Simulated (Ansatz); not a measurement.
Level of theory: Ansatz, DFT PBE, scalar-relativistic, plane waves, PAW.

Plane waves to 420 eV, a k mesh through Γ of 12×12×6 on the computed 4-atom cell and Gaussian smearing (0.02 eV); no spin polarisation.

Structure with the computed forces (eV/Å) in the last three columns:

```xyz
4
Lattice="3.3532 0.0000 0.0000 -1.6766 2.9040 0.0000 0.0000 0.0000 5.1375" Properties=species:S:1:pos:R:3:forces:R:3 pbc="T T T" pressure_GPa=-7.65
Ga    0.0000    1.9360   -0.2486    0.0000    0.0000    0.6430
Ga    1.6766    0.9680    2.3201    0.0000    0.0000    0.6430
N     0.0000    1.9360    2.1752    0.0000    0.0000   -0.6430
N     1.6766    0.9680    4.7439    0.0000    0.0000   -0.6430
```

Stress tensor (GPa, compression positive):

```
-8.79  0.00  0.00
 0.00 -8.79  0.00
 0.00  0.00 -5.37
```